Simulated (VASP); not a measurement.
The system is Si.

```
CELL_PARAMETERS angstrom
-3.32544 3.32544 1.92239
3.32544 -3.32544 1.92239
3.32544 3.32544 -1.92239
ATOMIC_POSITIONS crystal
Si 0.82120 0.17880 0.00000
Si 0.17880 0.82120 0.00000
Si 0.82120 0.82120 0.64240
Si 0.17880 0.17880 0.35760
```

This isn't the form of Si at room conditions, which is diamond.

```yaml
Program: VASP 6.6.1
Task: single point
Functional: PBE
Potentials_or_basis: VASP PAW PBE potentials, release 64 (Si)
Cutoff: 520 eV
k_mesh: 8 × 8 × 8
Occupations: fermi-dirac, width 0.05 eV
Spin: no spin polarisation
```

On this cell: pressure 1.3 GPa; largest force 0.008 eV/Å; band gap on the k mesh 0.26 eV, indirect (least direct gap 0.39 eV).

The same run follows on a disturbed copy (atoms moved at random, drawn with an rms of 0.05 Å):

```
CELL_PARAMETERS angstrom
-3.32544 3.32544 1.92239
3.32544 -3.32544 1.92239
3.32544 3.32544 -1.92239
ATOMIC_POSITIONS crystal
Si 0.81903 0.17380 0.00241
Si 0.15622 0.81417 0.99575
Si 0.83150 0.83058 0.65557
Si 0.18395 0.19039 0.35609
```

Problem. What does the disturbed cell give?

Solution. The energy moves by +31.1 meV/atom; pressure 2.1 GPa; largest force 1.607 eV/Å; band gap on the k mesh none (metal or under the smearing width).

Forces in eV/Å, atoms in the order of the input:
```
Si   0.697 -0.758 -0.249
Si  -0.500  1.492  0.324
Si  -0.603 -1.403  0.200
Si   0.406  0.669 -0.274
```

Stress tensor (GPa, compression positive):
```
 2.06  0.12  0.59
 0.12  5.47 -0.16
 0.59 -0.16 -1.26
```
